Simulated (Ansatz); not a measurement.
A (110) slab of MoP (P-6m2 (No. 187)), 7 planes, outer planes MoP (top) and MoP (bottom), with 14 atoms (Mo7P7) in a surface cell of A = 17.627 Å², as cut from the bulk:

```xyz
14
Lattice="3.1741 0.0000 0.0000 0.0000 5.5534 0.0000 0.0000 0.0000 24.6187" Properties=species:S:1:pos:R:3 pbc="T T T"
Mo    0.0000    2.7767    7.5000
P     1.5871    0.9256    7.5000
Mo    0.0000    0.0000    9.1031
P     1.5871    3.7022    9.1031
Mo    0.0000    2.7767   10.7062
P     1.5871    0.9256   10.7062
Mo    0.0000    0.0000   12.3094
P     1.5871    3.7022   12.3094
Mo    0.0000    2.7767   13.9125
P     1.5871    0.9256   13.9125
Mo    0.0000    0.0000   15.5156
P     1.5871    3.7022   15.5156
Mo    0.0000    2.7767   17.1187
P     1.5871    0.9256   17.1187
```

Computed with DFT PBEsol, scalar-relativistic, plane waves, PAW in Ansatz. Plane waves to 420 eV, a k mesh through Γ of 11×6×1 on the computed 14-atom cell and Gaussian smearing (0.10 eV); no spin polarisation. The cell repeats along c with a dipole correction in the vacuum.

Against the same 14 atoms in the bulk, the slab as cut lies 6.592 eV higher and the relaxed slab 6.018 eV higher.

(1) Work out the surface energy before and after relaxation.

(2) What is the ideal work of this cut, per area?

Results:

(1) The slab has two faces, so γ = (E_slab − N·E_bulk)/(2A), the mean of both. As cut: 6.592/(2 × 17.627) = 0.1870 eV/Å², and 1 eV/Å² = 16.02 J/m², so γ = 3.00 J/m². Relaxed: 6.018/(2 × 17.627) = 0.1707 eV/Å² = 2.73 J/m². Relaxation recovers 9 % of the cost of cutting.

(2) Griffith's ideal work is 2γ: 5.99 J/m² if the new faces stay rigid, 5.47 J/m² if they relax. One thickness was run, 7 planes, so γ can still shift with it.